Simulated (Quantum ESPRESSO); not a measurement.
The system is AlNi.

```
Ni Al
1.0
     2.88100    0.00000    0.00000
     0.00000    2.88100    0.00000
     0.00000    0.00000    2.88100
Ni Al
1 1
Direct
  0.50000 0.50000 0.50000
  0.00000 0.00000 0.00000
```

| Item | Value |
| --- | --- |
| Program | Quantum ESPRESSO 7.5 |
| Task | single point |
| Functional | PBEsol |
| Potentials or basis | GBRV 1.5 PBEsol |
| Cutoff | 612 eV |
| Density cutoff | 4898 eV |
| k mesh | 9 × 9 × 9 |
| Occupations | fermi-dirac, width 0.05 eV |
| Spin | collinear spin, ferromagnetic start |
| Starting moments | [1.0, 0.0] μB |

On this cell: pressure -3.4 GPa; largest force zero by symmetry; net moment 0.00 μB per cell; band gap on the k mesh none (metal or under the smearing width).

The same run follows on a disturbed copy (atoms moved at random, drawn with an rms of 0.05 Å):

```
CELL_PARAMETERS angstrom
2.88100 0.00000 0.00000
0.00000 2.88100 0.00000
0.00000 0.00000 2.88100
ATOMIC_POSITIONS crystal
Ni 0.49897 0.47452 0.49815
Al 0.00605 0.01098 0.99771
```

What changes?

The energy (extrapolated to zero smearing) moves by +16.5 meV/atom; pressure -2.6 GPa; largest force 0.618 eV/Å; net moment 0.00 μB per cell; band gap on the k mesh none (metal or under the smearing width).

Forces on the atoms (eV/Å):
```
Ni   0.122  0.606 -0.008
Al  -0.122 -0.606  0.008
```

Stress tensor (GPa, compression positive):
```
-2.39  0.30  0.00
 0.30 -2.95 -0.02
 0.00 -0.02 -2.37
```
